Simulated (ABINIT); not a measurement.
# CuO (Cccm) in ABINIT: notebook, part 2 of 2

ABINIT 10.8.3 (patched build). Earlier steps stand in the parts before.

## 3. Relaxation of cell and atoms, PBEsol

Contents of run.abi:

```
# Pseudopotentials
pp_dirpath "./"
pseudos "Cu.GGA_PBE-JTH.xml, O.GGA_PBE-JTH.xml"

# Structure
acell 3*1.0 Angstrom
rprim
     1.9909680000    -2.1535500000     0.0000000000
     1.9909680000     2.1535500000     0.0000000000
     0.0000000000     0.0000000000     5.1559280000
ntypat 2
znucl 29 8
natom 4
typat 1 1 2 2
xred
     0.5000000000     0.0000000000     0.0000000000
     0.0000000000     0.5000000000     0.5000000000
     0.5000000000     0.5000000000     0.2500000000
     0.5000000000     0.5000000000     0.7500000000
chkprim 0
chksymtnons 0
tolsym 1.0e-6

# Plane-wave basis
ecut 26.0
pawecutdg 48.0
pawxcdev 0

# k points
kptopt 1
ngkpt 5 5 3
nshiftk 1
shiftk 0.0 0.0 0.0

# Exchange and correlation
ixc -116133

# Bands and occupations
nband 30
occopt 3
tsmear 0.00183747

# SCF cycle
nstep 100
tolvrs 1.0e-9

# Output
iomode 3
prtwf 0
prtden 0
prteig 0
prtebands 0
enunit 2
prtvol 2

# Relaxation
ionmov 2
ntime 60
tolmxf 0.0002
optcell 2
dilatmx 1.08
ecutsm 0.5
```

Potentials or basis: JTH PAW PBE v2.0.

The run is started by

```sh
$ abinit run.abi > log 2>&1
```

run.abo:

```text
.Version 10.8.3 of ABINIT
 Symmetries : space group Cc c m (# 66); Bravais oC (1-face-center ortho.)
================================================================================
 Values of the parameters that define the memory need of the present run
     intxc =       0    ionmov =       2      iscf =      17    lmnmax =      18
     lnmax =       6     mgfft =      50  mpssoang =       3    mqgrid =    3282
     natom =       4  nloc_mem =       2    nspden =       1   nspinor =       1
    nsppol =       1      nsym =       8    n1xccc =       1    ntypat =       2
    occopt =       3   xclevel =       2
       mpw =        2390          nfft =       45000          nkpt =          18
 PAW method is used; the additional fine FFT grid is defined by:
   mgfftf=        72    nfftf =    115200
================================================================================
================================================================================

--------------------------------------------------------------------------------
------------- Echo of variables that govern the present computation ------------
--------------------------------------------------------------------------------
 -outvars: echo values of preprocessed input variables --------
            acell      1.8897261259E+00  1.8897261259E+00  1.8897261259E+00 Bohr
              amu      6.35460000E+01  1.59994000E+01
          chkprim           0
      chksymtnons           0
          dilatmx      1.08000000E+00
             ecut      2.60000000E+01 Hartree
           ecutsm      5.00000000E-01 Hartree
           enunit           2
           ionmov           2
              ixc     -116133
         kptrlatt        5    0    0      0    5    0      0    0    3
          kptrlen      2.77116130E+01
            natom           4
            nband          30
            ngfft          30      30      50
          ngfftdg          40      40      72
             nkpt          18
            nstep         100
             nsym           8
            ntime          60
           ntypat           2
           occopt           3
          optcell           2
        pawecutdg      4.80000000E+01 Hartree
         pawxcdev           0
[... 1659 lines left out ...]
)Next maximum=    3.6012E+00  at reduced coord.    0.5000    0.0000    0.0000
)     Minimum=    6.0606E-03  at reduced coord.    0.0000    0.5000    0.0000
)Next minimum=    6.0606E-03  at reduced coord.    0.5000    0.0000    0.5000
   Integrated=    5.0000E+01

--- !EnergyTerms
iteration_state     : {dtset: 1, itime: 10, icycle: 1, }
comment             : Components of total free energy in Hartree
kinetic             :  3.68188403803543E+01
hartree             :  1.09571120171606E+02
xc                  : -1.11903293780483E+01
Ewald energy        : -2.41104982571364E+02
psp_core            :  1.44952309939831E+01
local_psp           : -2.74529996717543E+02
PAW spherical_terms : -6.18874157857540E+01
internal            : -4.27827532906766E+02
'-kT*entropy'       : -5.83790224548537E-04
total_energy        : -4.27828116696990E+02
total_energy_eV     : -1.16417961303324E+04
...

--- !EnergyTermsDC
iteration_state     : {dtset: 1, itime: 10, icycle: 1, }
comment             : '"Double-counting" decomposition of free energy'
band_energy         : -4.47221956652736E+01
Ewald energy        : -2.41104982571364E+02
psp_core            :  1.44952309939831E+01
xc_dc               : -1.06196442927434E+02
PAW spherical_terms : -5.02991423841377E+01
internal            : -4.27827532554226E+02
'-kT*entropy'       : -5.83790224548537E-04
total_energy_dc     : -4.27828116344450E+02
total_energy_dc_eV  : -1.16417961207393E+04
...

--- !EnergyTermsWithPAWCore
iteration_state     : {dtset: 1, itime: 10, icycle: 1, }
comment             : 'Components of total free energy, including PAW core contributions'
Total energy        : -3.45726824222767E+03
Total energy DC     : -3.45726824187513E+03
Total energy (eV)   : -9.40770614952210E+04
Total energy DC (eV): -9.40770614856279E+04
...

 Cartesian components of stress tensor (hartree/bohr^3)
  sigma(1 1)=  2.10479377E-07  sigma(3 2)=  0.00000000E+00
  sigma(2 2)= -7.67628984E-07  sigma(3 1)=  0.00000000E+00
  sigma(3 3)= -1.93944044E-07  sigma(2 1)=  0.00000000E+00

-Cartesian components of stress tensor (GPa)         [Pressure=  7.3660E-03 GPa]
- sigma(1 1)=  6.19251705E-03  sigma(3 2)=  0.00000000E+00
- sigma(2 2)= -2.25844244E-02  sigma(3 1)=  0.00000000E+00
- sigma(3 3)= -5.70603076E-03  sigma(2 1)=  0.00000000E+00

== END DATASET(S) ==============================================================
================================================================================

 -outvars: echo values of variables after computation  --------
            acell      5.4633459539E+00  5.4633459539E+00  9.6620761993E+00 Bohr
           etotal     -4.2782811634E+02
            fcart     -0.0000000000E+00 -0.0000000000E+00 -0.0000000000E+00
                      -0.0000000000E+00 -0.0000000000E+00 -0.0000000000E+00
                      -0.0000000000E+00 -0.0000000000E+00 -0.0000000000E+00
                      -0.0000000000E+00 -0.0000000000E+00 -0.0000000000E+00
            rprim      7.0770061886E-01 -7.0651244438E-01  0.0000000000E+00
                       7.0770061886E-01  7.0651244438E-01  0.0000000000E+00
                       0.0000000000E+00  0.0000000000E+00  1.0000000000E+00
           strten      2.1047937653E-07 -7.6762898440E-07 -1.9394404367E-07
                       0.0000000000E+00  0.0000000000E+00  0.0000000000E+00
           xangst      1.0230089058E+00 -1.0212913531E+00  0.0000000000E+00
                       1.0230089058E+00  1.0212913531E+00  2.5564752656E+00
                       2.0460178116E+00  0.0000000000E+00  1.2782376328E+00
                       2.0460178116E+00  0.0000000000E+00  3.8347128984E+00
             xred      5.0000000000E-01  1.0264178723E-17  0.0000000000E+00
                       1.0264178723E-17  5.0000000000E-01  5.0000000000E-01
                       5.0000000000E-01  5.0000000000E-01  2.5000000000E-01
                       5.0000000000E-01  5.0000000000E-01  7.5000000000E-01
 Calculation completed.
```

Wall time 11 min (1 thread of Arm Neoverse V1, shared host); peak memory 0.15 GiB.

What came out:

```yaml
Free_energy: -11641.7961 eV
Relaxed_volume: 10.68 Å³/atom
Relaxed_cell: a = 2.891 Å, b = 2.891 Å, c = 5.113 Å, α = 90.00°, β = 90.00°, γ = 89.90°
Space_group_after_relaxing_to_0.05_Å: P4_2/mmc (No. 131)
Energy_gained_by_relaxing: 8.5 meV/atom
Ionic_steps: 10
Pressure_after_relaxing: 0.0 GPa
Band_gap_on_the_k_mesh: none (metal or under the smearing width)
Valence_electrons_inside_the_program's_atomic_spheres: Cu 17.33; O 4.51
```

Step by step:
```
step  energy change (eV)  largest force (eV/Å)  pressure (GPa)  volume (Å³)
   1              0.0000                0.0000           -5.60        44.21
   2             -0.0207                0.0000           -2.88        43.46
   3             -0.0279                0.0000            0.16        42.69
   4             -0.0283                0.0000            0.09        42.70
   5             -0.0303                0.0000            0.00        42.62
   6             -0.0305                0.0000            0.04        42.61
   7             -0.0328                0.0000            0.26        42.59
   8             -0.0338                0.0000            0.29        42.63
   9             -0.0339                0.0000            0.12        42.69
  10             -0.0340                0.0000            0.01        42.74
```

Final structure:
```cif
data_structure
_symmetry_space_group_name_H-M 'P 1'
_symmetry_Int_Tables_number 1
_cell_length_a 2.8911
_cell_length_b 2.8911
_cell_length_c 5.1130
_cell_angle_alpha 90.000
_cell_angle_beta 90.000
_cell_angle_gamma 89.904
_cell_volume 42.74
loop_
_atom_site_label
_atom_site_type_symbol
_atom_site_fract_x
_atom_site_fract_y
_atom_site_fract_z
_atom_site_occupancy
Cu1 Cu 0.50000 0.00000 0.00000 1
Cu2 Cu 0.00000 0.50000 0.50000 1
O1 O 0.50000 0.50000 0.25000 1
O2 O 0.50000 0.50000 0.75000 1
```

Levels at points of the mesh, in eV from the Fermi level:
```csv
k point,band 23,band 24,band 25,band 26,band 27,band 28
"(0.00, 0.00, 0.00)",-2.41,-2.05,0.65,0.65,1.39,5.94
```

Caveat: the k mesh is coarse (spacing up to 0.43 Å⁻¹), so the values aren't converged; the PAW data sets were made with another functional, which shifts forces and pressure a little; the run has no spin polarisation, though such a crystal can be magnetic; semilocal functionals often make such compounds metallic where correlation or magnetic order opens a gap, which also shifts bond lengths.
